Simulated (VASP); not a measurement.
# SnTe (P4/mmm) in VASP: further runs, part 2 of 2

VASP 6.6.1. Earlier steps stand in the parts before.

## Step 3: Single point, PBE+D3(BJ) (strain +0.000 along x and y, +0.080 along z, atoms carried along)

Input file INCAR:

```
PREC = Accurate ; ENCUT = 520
EDIFF = 1E-6 ; ISMEAR = 0
SIGMA = 0.15 ; LREAL = F
LASPH = T ; NELM = 100
ALGO = Fast ; ISIF = 2
LWAVE = F ; LCHARG = F
GGA = PE ; IVDW = 12
NBANDS = 17
```

Input file KPOINTS:

```
Automatic mesh
0
Gamma
  12 12 12
```

Input file POSCAR:

```
SnTe
1.0
    3.9047000000      0.0000000000      0.0000000000
    0.0000000000      3.9047000000      0.0000000000
    0.0000000000      0.0000000000      4.2170760000
Sn Te
1 1
Direct
    0.0000000000      0.0000000000      0.0000000000
    0.5000000000      0.5000000000      0.5000000000
```

Potentials or basis: VASP PAW PBE potentials, release 64 (Sn_d, Te).

On the command line:

```bash
$ cat potpaw_PBE.64/Sn_d/POTCAR potpaw_PBE.64/Te/POTCAR > POTCAR
$ mpirun -np 1 vasp_std > vasp.out
```

Wall time 2.3 min (1 thread of Intel Xeon 6975P-C (Granite Rapids), shared host); peak memory 0.34 GiB.

The run converged. Its results:

```
Free energy                : -7.8571 eV
Pressure                   : -3.4 GPa
Band gap on the k mesh     : none (metal or under the smearing width)
Dispersion energy per atom : -0.422 eV
```

Stress tensor (GPa, compression positive):
```
-2.66  0.00  0.00
 0.00 -2.66  0.00
 0.00  0.00 -5.02
```

Levels at points of the mesh, in eV from the Fermi level:
| k point | band 7 | band 8 | band 9 | band 10 | band 11 | band 12 | band 13 | band 14 |
| --- | --- | --- | --- | --- | --- | --- | --- | --- |
| (0.00, 0.00, 0.00) | -5.65 | -2.22 | -1.22 | -1.22 | 3.57 | 4.00 | 4.67 | 4.89 |
| (0.50, 0.00, 0.00) | -7.72 | -0.70 | -0.51 | -0.21 | 0.11 | 1.48 | 2.56 | 5.58 |
| (0.50, 0.50, 0.00) | -6.07 | -4.24 | -4.24 | -0.11 | 2.68 | 2.89 | 2.89 | 5.35 |
| (0.00, 0.00, 0.50) | -8.05 | -0.09 | -0.09 | 0.09 | 0.46 | 2.26 | 2.26 | 5.55 |
| (0.50, 0.00, 0.50) | -6.45 | -4.43 | -4.35 | 0.45 | 3.38 | 3.62 | 3.90 | 6.06 |
| (0.50, 0.50, 0.50) | -5.38 | -2.70 | -2.70 | -2.35 | -1.22 | -1.22 | -0.83 | 11.83 |

Caveat: pairwise dispersion overbinds metals, which lowers pressure and volume.

## Step 4: Single point, PBE+D3(BJ) (strain -0.080 along x and y, -0.040 along z, atoms carried along)

Input file INCAR:

```
SYSTEM = SnTe
ALGO = Fast
EDIFF = 1E-6
ENCUT = 520
GGA = PE
ISIF = 2
ISMEAR = 0
IVDW = 12
LASPH = .True.
LCHARG = .True.
LELF = .True.
LREAL = .False.
LVHAR = .True.
LWAVE = .False.
NBANDS = 17
NELM = 100
PREC = Accurate
SIGMA = 0.15
```

Input file KPOINTS:

```
k-points
0
Gamma
  12 12 12
  0 0 0
```

Input file POSCAR:

```
SnTe
1.0
    3.5923240000      0.0000000000      0.0000000000
    0.0000000000      3.5923240000      0.0000000000
    0.0000000000      0.0000000000      3.7485120000
Sn Te
1 1
Direct
    0.0000000000      0.0000000000      0.0000000000
    0.5000000000      0.5000000000      0.5000000000
```

On the command line:

```bash
$ cat potpaw_PBE.64/Sn_d/POTCAR potpaw_PBE.64/Te/POTCAR > POTCAR
$ mpirun -np 1 vasp_std > vasp.out
```

Wall time 1.7 min (1 thread of Intel Xeon 6975P-C (Granite Rapids), shared host); peak memory 0.28 GiB.

The run converged. Its results:

```yaml
Free_energy: -7.7586 eV
Pressure: 9.2 GPa
Band_gap_on_the_k_mesh: none (metal or under the smearing width)
Dispersion_energy_per_atom: -0.514 eV
```

Stress tensor (GPa, compression positive):
```
10.04  0.00  0.00
 0.00 10.04  0.00
 0.00  0.00  7.61
```

Levels at points of the mesh, in eV from the Fermi level:
| k point | band 8 | band 9 | band 10 | band 11 | band 12 | band 13 |
| --- | --- | --- | --- | --- | --- | --- |
| (0.00, 0.00, 0.00) | -2.81 | -2.04 | -2.04 | 2.93 | 3.25 | 6.69 |
| (0.50, 0.00, 0.00) | -0.70 | -0.05 | 0.36 | 0.53 | 1.82 | 2.67 |
| (0.50, 0.50, 0.00) | -6.09 | -6.09 | 0.10 | 3.61 | 3.91 | 3.91 |
| (0.00, 0.00, 0.50) | -0.23 | -0.23 | 0.87 | 1.02 | 2.44 | 2.44 |
| (0.50, 0.00, 0.50) | -6.24 | -6.15 | 0.56 | 4.19 | 4.57 | 4.69 |
| (0.50, 0.50, 0.50) | -3.87 | -3.87 | -3.59 | -2.15 | -2.15 | -1.93 |

Caveat: pairwise dispersion overbinds metals, which lowers pressure and volume.

## Step 5: Single point, PBE+D3(BJ) (strain -0.080 along x and y, -0.080 along z, atoms carried along)

Input file INCAR:

```
  PREC = Accurate
  ENCUT = 520
  EDIFF = 1E-6
  ISMEAR = 0
  SIGMA = 0.15
  LREAL = F
  LASPH = T
  NELM = 100
  ALGO = Fast
  ISIF = 2
  LWAVE = F
  LCHARG = F
  GGA = PE
  IVDW = 12
  NBANDS = 17
```

Input file KPOINTS:

```
Automatic mesh
0
Gamma
  12 12 12
```

POSCAR, as its differences from that of step 4:

```diff
@@ -4,3 +4,3 @@
     0.0000000000      3.5923240000      0.0000000000
-    0.0000000000      0.0000000000      3.7485120000
+    0.0000000000      0.0000000000      3.5923240000
 Sn Te
```

Potentials or basis: VASP PAW PBE potentials, release 64 (Sn_d, Te).

On the command line:

```bash
$ cat potpaw_PBE.64/Sn_d/POTCAR potpaw_PBE.64/Te/POTCAR > POTCAR
$ mpirun -np 1 vasp_std > vasp.out
```

OUTCAR:

```text
PREC = Accurate
   ENCUT = 520
   EDIFF = 1E-6
   ISMEAR = 0
   LREAL = F
   LASPH = T
   NELM = 100
   ISIF = 2
   GGA = PE
   IVDW = 12
 IVDW          = 12

 ion  position               nearest neighbor table
   1  0.000  0.000  0.000-   2 3.11   2 3.11   2 3.11   2 3.11   2 3.11   2 3.11   2 3.11   2 3.11

   2  0.500  0.500  0.500-   1 3.11   1 3.11   1 3.11   1 3.11   1 3.11   1 3.11   1 3.11   1 3.11

  LATTYP: Found a simple cubic cell.
 ALAT       =     3.5923240000

[... 671 lines left out ...]

------------------------ aborting loop because EDIFF is reached ----------------------------------------

 Edisp (eV)   -1.07240

 E8    (eV) :    -0.4991

  FORCE on cell =-STRESS in cart. coord.  units (eV):
  Direction    XX          YY          ZZ          XY          YZ          ZX
  --------------------------------------------------------------------------------------
  -------------------------------------------------------------------------------------
  Total       3.76891     3.76891     3.76891    -0.00000     0.00000    -0.00000
  in kB     130.25673   130.25673   130.25673    -0.00000     0.00000    -0.00000
  external pressure =      130.26 kB  Pullay stress =        0.00 kB

 VOLUME and BASIS-vectors are now :
 -----------------------------------------------------------------------------
  energy-cutoff  :      520.00
  volume of cell :       46.36
      direct lattice vectors                 reciprocal lattice vectors
     3.592324000  0.000000000  0.000000000     0.278371327  0.000000000  0.000000000
     0.000000000  3.592324000  0.000000000     0.000000000  0.278371327  0.000000000
     0.000000000  0.000000000  3.592324000     0.000000000  0.000000000  0.278371327

 POSITION                                       TOTAL-FORCE (eV/Angst)
 -----------------------------------------------------------------------------------
      0.00000      0.00000      0.00000         0.000000      0.000000      0.000000
      1.79616      1.79616      1.79616         0.000000      0.000000      0.000000
 -----------------------------------------------------------------------------------
    total drift:                               -0.000000      0.000000     -0.000000

  FREE ENERGIE OF THE ION-ELECTRON SYSTEM (eV)
  ---------------------------------------------------
  free  energy   TOTEN  =        -7.6308759607 eV

  energy  without entropy=       -7.6184392195  energy(sigma->0) =       -7.62465759
```

OSZICAR:

```text
N       E                     dE             d eps       ncg     rms          rms(c)
DAV:   1     0.128012038973E+03    0.12801E+03   -0.96564E+03  2930   0.152E+03
DAV:   2     0.404428257596E+01   -0.12397E+03   -0.12040E+03  3067   0.356E+02
DAV:   3    -0.631245201805E+01   -0.10357E+02   -0.10171E+02  3528   0.865E+01
DAV:   4    -0.658012539528E+01   -0.26767E+00   -0.26729E+00  3601   0.140E+01
DAV:   5    -0.658880819745E+01   -0.86828E-02   -0.86824E-02  4081   0.249E+00    0.769E+00
RMM:   6    -0.656250199643E+01    0.26306E-01   -0.26285E-02  3643   0.141E+00    0.469E+00
RMM:   7    -0.655925822665E+01    0.32438E-02   -0.13408E-02  3495   0.797E-01    0.400E-01
RMM:   8    -0.655841566607E+01    0.84256E-03   -0.22520E-03  3789   0.562E-01    0.477E-02
RMM:   9    -0.655847044648E+01   -0.54780E-04   -0.55390E-04  4372   0.195E-01    0.538E-02
RMM:  10    -0.655847937531E+01   -0.89288E-05   -0.88808E-05  4531   0.957E-02    0.579E-02
RMM:  11    -0.655848094270E+01   -0.15674E-05   -0.16558E-05  4138   0.341E-02    0.615E-02
RMM:  12    -0.655848319082E+01   -0.22481E-05   -0.50614E-06  3519   0.254E-02    0.104E-01
RMM:  13    -0.655852115427E+01   -0.37963E-04   -0.45676E-05  4439   0.737E-02    0.326E-01
RMM:  14    -0.655847662936E+01    0.44525E-04   -0.14321E-04  5157   0.136E-01    0.949E-02
RMM:  15    -0.655847656756E+01    0.61797E-07   -0.22240E-06  2302   0.164E-02
   1 F= -.76308760E+01 E0= -.76246576E+01  d E =-.124367E-01
```

stdout:

```text
POSCAR found type information on POSCAR SnTe
 POSCAR found :  2 types and       2 ions
 scaLAPACK will be used
 LDA part: xc-table for (Slater+PW92), standard interpolation
 POSCAR, INCAR and KPOINTS ok, starting setup
 FFT: planning ... GRIDC
 FFT: planning ... GRID_SOFT
 FFT: planning ... GRID
 WAVECAR not read
 entering main loop
WARNING in EDDRMM: call to ZHEGV failed, returncode =   8  4     16
```

It took 46 s on 1 thread of Intel Xeon 6975P-C (Granite Rapids), shared host; peak memory 0.21 GiB.

What came out:

| Property | Result |
| --- | --- |
| Free energy | -7.6309 eV |
| Pressure | 13.0 GPa |
| Band gap on the k mesh | none (metal or under the smearing width) |
| Dispersion energy per atom | -0.536 eV |

Caveat: pairwise dispersion overbinds metals, which lowers pressure and volume. The run has no spin-orbit coupling, so splittings on Te are missing.

## Step 6: The runs side by side

```tsv
cell	gap on the mesh (eV)	pressure (GPa)
strain -0.080 along x and y, +0.080 along z, atoms carried along	none	1.5
strain +0.000 along x and y, +0.080 along z, atoms carried along	none	-3.4
strain -0.080 along x and y, -0.040 along z, atoms carried along	none	9.2
strain -0.080 along x and y, -0.080 along z, atoms carried along	none	13.0
```

Alike in all rows: task single point; level PBE+D3(BJ); potentials or basis VASP PAW PBE potentials, release 64 (Sn_d, Te); no spin polarisation; k mesh 12 × 12 × 12; cutoff (eV) 520; smearing gaussian 0.15 eV.

Caveats: pairwise dispersion overbinds metals, which lowers pressure and volume.

Absolute energies hang on the potentials; compare differences alone.
